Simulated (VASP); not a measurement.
# SrO (Fm-3m) in VASP: a series of runs

One crystal, SrO, is run at these levels: PBE; tasks: single point.

Program: VASP 6.6.1. These are calculated values, not measurements. Logs are shortened: lines on timing, memory, paths and dates and some standing lists are left out, and cuts for length are marked.

## Step 1: Starting point

Symmetry: Fm-3m, No. 225, cubic system. The conventional cell has a = 5.133 Å, b = 5.133 Å, c = 5.133 Å, α = 90.00°, β = 90.00°, γ = 90.00°. Sr (site symmetry m-3m) is surrounded by 6 O at 2.57 Å. O (site symmetry m-3m) is surrounded by 6 Sr at 2.57 Å.

## Step 2: Single point, PBE

The input, INCAR:

```
SYSTEM = SrO
  PREC = Accurate
  ENCUT = 800
  EDIFF = 1E-5
  ISMEAR = 0
  SIGMA = 0.05
  LREAL = .FALSE.
  LASPH = .TRUE.
  NELM = 100
  ALGO = Normal
  ISIF = 2
  LWAVE = .FALSE.
  LCHARG = .FALSE.
  GGA = PE
  ADDGRID = .FALSE.
```

The input, KPOINTS:

```
Automatic mesh
0
G
  8 8 8
  0 0 0
```

The input, POSCAR:

```
SrO
1.0
    0.0000000000      2.5663000000      2.5663000000
    2.5663000000      0.0000000000      2.5663000000
    2.5663000000      2.5663000000      0.0000000000
Sr O
1 1
Direct
    0.5000000000      0.5000000000      0.5000000000
    0.0000000000      0.0000000000      0.0000000000
```

Potentials or basis: VASP PAW PBE potentials, release 64 (Sr_sv, O_h).

Launch:

```sh
$ cat potpaw_PBE.64/Sr_sv/POTCAR potpaw_PBE.64/O_h/POTCAR > POTCAR
$ mpirun -np 1 vasp_std > vasp.out
```

OUTCAR:

```text
SYSTEM = SrO
   PREC = Accurate
   ENCUT = 800
   EDIFF = 1E-5
   ISMEAR = 0
   LREAL = .FALSE.
   LASPH = .TRUE.
   NELM = 100
   ISIF = 2
   GGA = PE

 Found     29 irreducible k-points:

 Following reciprocal coordinates:
            Coordinates               Weight
  0.000000  0.000000  0.000000      1.000000
  0.125000  0.000000  0.000000      8.000000
  0.250000  0.000000  0.000000      8.000000
  0.375000  0.000000  0.000000      8.000000
  0.500000  0.000000  0.000000      4.000000
  0.125000  0.125000  0.000000      6.000000
   k-points           NKPTS =     29   k-points in BZ     NKDIM =     29   number of bands    NBANDS=     12
   number of dos      NEDOS =    301   number of ions     NIONS =      2
   total plane-waves  NPLWV =  46656
   dimension x,y,z NGX =    36 NGY =   36 NGZ =   36
   dimension x,y,z NGXF=    72 NGYF=   72 NGZF=   72
   ions per type =               1   1
   NGX,Y,Z   is equivalent  to a cutoff of  16.49, 16.49, 16.49 a.u.
   NGXF,Y,Z  is equivalent  to a cutoff of  32.98, 32.98, 32.98 a.u.
 SYSTEM =  SrO
   PREC   = accura    normal or accurate (medium, high low for compatibility)
   ISTART =      0    job   : 0-new  1-cont  2-samecut
   ICHARG =      2    charge: 1-file 2-atom 10-const
   ISPIN  =      1    spin polarized calculation?
   LNONCOLLINEAR =      F non collinear calculations
   LSORBIT =      F    spin-orbit coupling
   LASPH  =      T    aspherical Exc in radial PAW
   ENCUT  =  800.0 eV  58.80 Ry    7.67 a.u.   8.37  8.37  8.37*2*pi/ulx,y,z
   NELM   =    100;   NELMIN=  2; NELMDL= -5     # of ELM steps
   EDIFF  = 0.1E-04   stopping-criterion for ELM
   LREAL  =      F    real-space projection
   EDIFFG = 0.1E-03   stopping-criterion for IOM
   NSW    =      0    number of steps for IOM
   IBRION =     -1    ionic relax: 0-MD 1-quasi-New 2-CG
   NFREE  =      0    steps in history (QN), initial steepest desc. (CG)
   ISIF   =      2    stress and relaxation
   ISYM   =      2    0-nonsym 1-usesym 2-fastsym
   POTIM  = 0.5000    time-step for ionic-motion
   TEBEG  =    0.0;   TEEND  =   0.0 temperature during run
   PSTRESS=    0.0 pullay stress
   NELECT =      16.0000    total number of electrons
   NUPDOWN=      -1.0000    fix difference up-down
   EMIN   =  10.00;   EMAX   =-10.00  energy-range for DOS
   EFERMI =   0.00;   METHOD = LEGACY
   ISMEAR =     0;   SIGMA  =   0.05  broadening in eV -4-tet -1-fermi 0-gaus
   EFERMI_NEDOS =   21; number of points for ismear=-14 and -15
   IALGO  =     38    algorithm
   IMIX   =      4    mixing-type and parameters
     AMIX     =   0.40;   BMIX     =  1.00
     AMIX_MAG =   1.60;   BMIX_MAG =  1.00
  volume/ion in A,a.u.               =      16.90       114.06
  Fermi-wavevector in a.u.,A,eV,Ry     =   1.275843  2.410995 22.147245  1.627777
  Thomas-Fermi vector in A             =   2.408533
   LORBIT       =      0    0 simple, 1 ext, 2 COOP (PROOUT), +10 PAW based schemes
   GGA     = PE    functional components
   LHFCALC =     F    Hartree Fock is set to
   AEXX    =    0.0000 exact exchange contribution
   IVDW    =     0    specifies the selected vdW correction
   LEPSILON=     F    determine dielectric tensor
   LRPA    =     F    only Hartree local field effects (RPA)
 non-spin polarized calculation
 Gauss-broadening in eV      SIGMA  =   0.05
  energy-cutoff  :      800.00
  volume of cell :       33.80
 maximum number of plane-waves:      1807
 NGX is ok and might be reduce to    36
   NGX = 17   NGY = 17   NGZ = 17

 number of electron      16.0000002 magnetization

 Free energy of the ion-electron system (eV)
  ---------------------------------------------------
  ext. energy  EPLUGINS =         0.00000000
  ---------------------------------------------------
  free energy    TOTEN  =       -12.04115400 eV

  energy without entropy =      -12.04115400  energy(sigma->0) =      -12.04115400

 E-fermi :   2.1461     XC(G=0): -10.0550

 val. band max:        1.9127185936   @ k =   0.0000   0.0000   0.0000
 cond. band min:       5.1794033631   @ k =   0.5000   0.5000   0.0000
 fundamental gap:      3.2666847695
 Fermi energy:         2.1461402942

 k-point     1 :       0.0000    0.0000    0.0000
  band No.  band energies     occupation
      1     -30.4521      2.00000
      2     -13.1878      2.00000
      3     -12.0844      2.00000
      4     -12.0844      2.00000
      5     -12.0844      2.00000
      6       1.9127      2.00000
      7       1.9127      2.00000
      8       1.9127      2.00000
      9       5.9381      0.00000
     10       8.1407      0.00000
     11       8.1407      0.00000
     12       8.1407      0.00000

 k-point     2 :       0.1250    0.0000    0.0000
  band No.  band energies     occupation
      1     -30.4317      2.00000
      2     -13.5534      2.00000
      3     -12.0968      2.00000
      4     -12.0968      2.00000
      5     -11.7688      2.00000
      6       1.4618      2.00000
      7       1.7157      2.00000
      8       1.7157      2.00000
      9       6.6372      0.00000
     10       7.9920      0.00000
     11       8.4482      0.00000
     12       8.4482      0.00000

 k-point     3 :       0.2500    0.0000    0.0000
  band No.  band energies     occupation
      1     -30.3820      2.00000
      2     -14.1283      2.00000
      3     -12.1262      2.00000
      4     -12.1262      2.00000
      5     -11.3153      2.00000
      6       0.6337      2.00000
      7       1.2862      2.00000
      8       1.2862      2.00000
      9       7.9232      0.00000
     10       8.1868      0.00000
     11       9.2827      0.00000
     12       9.2827      0.00000

 k-point     4 :       0.3750    0.0000    0.0000
  band No.  band energies     occupation
      1     -30.3315      2.00000
      2     -14.5588      2.00000
      3     -12.1551      2.00000
      4     -12.1551      2.00000
      5     -11.0063      2.00000
      6      -0.0216      2.00000
      7       0.9112      2.00000
      8       0.9112      2.00000
      9       8.2560      0.00000
     10       9.7119      0.00000
     11      10.3012      0.00000
     12      10.3012      0.00000

 k-point     5 :       0.5000    0.0000    0.0000
  band No.  band energies     occupation
      1     -30.3103      2.00000
      2     -14.7160      2.00000
      3     -12.1669      2.00000
      4     -12.1669      2.00000
      5     -10.8994      2.00000
      6      -0.2644      2.00000
      7       0.7684      2.00000
      8       0.7684      2.00000
      9       8.4933      0.00000
     10      10.4183      0.00000
     11      10.7963      0.00000
     12      10.7963      0.00000

 k-point     6 :       0.1250    0.1250    0.0000
  band No.  band energies     occupation
      1     -30.4250      2.00000
      2     -13.5879      2.00000
      3     -12.1400      2.00000
      4     -12.1400      2.00000
      5     -11.6950      2.00000
      6       1.1503      2.00000
      7       1.8449      2.00000
      8       1.8449      2.00000
      9       6.7022      0.00000
     10       7.4560      0.00000
     11       8.8009      0.00000
     12       8.8009      0.00000

 [... further k-points ...]
[... 5 lines left out ...]
  --------------------------------------------------------------------------------------
  -------------------------------------------------------------------------------------
  Total        0.4772717      0.4772717      0.4772717     -0.0000000     -0.0000000     -0.0000000
  in kB       22.6216370     22.6216370     22.6216370     -0.0000000     -0.0000000     -0.0000000
  external PRESSURE =      22.6216370 kB  Pullay stress =       0.0000000 kB

 VOLUME and BASIS-vectors are now :
 -----------------------------------------------------------------------------
  energy-cutoff  :      800.00
  volume of cell :       33.80
      direct lattice vectors                 reciprocal lattice vectors
     0.000000000  2.566300000  2.566300000    -0.194833028  0.194833028  0.194833028
     2.566300000  0.000000000  2.566300000     0.194833028 -0.194833028  0.194833028
     2.566300000  2.566300000  0.000000000     0.194833028  0.194833028 -0.194833028

 POSITION                                       TOTAL-FORCE (eV/Angst)
 -----------------------------------------------------------------------------------
      2.56630      2.56630      2.56630         0.000000      0.000000     -0.000000
      0.00000      0.00000      0.00000        -0.000000     -0.000000      0.000000
 -----------------------------------------------------------------------------------
    total drift:                                0.000000      0.000000      0.000000

  FREE ENERGIE OF THE ION-ELECTRON SYSTEM (eV)
  ---------------------------------------------------
  free  energy   TOTEN  =       -12.0411539965 eV

  energy  without entropy=      -12.0411539965  energy(sigma->0) =      -12.04115400
```

Wall time 37 s (1 thread of Intel Xeon Platinum 8375C at 2.90GHz (Ice Lake), shared host); peak memory 0.22 GiB.

These settings aren't checked as converged: the numbers below hold their error.

What came out:

* Free energy: -12.0412 eV
* Band gap on the k mesh: 3.27 eV, indirect (least direct gap 3.35 eV)

Caveat: the cutoff is under 1.25 times the usual one of these potentials, so pressure, stress and relaxed cells hold a basis-set (Pulay) error.

(Continued in part 2 of 2.)
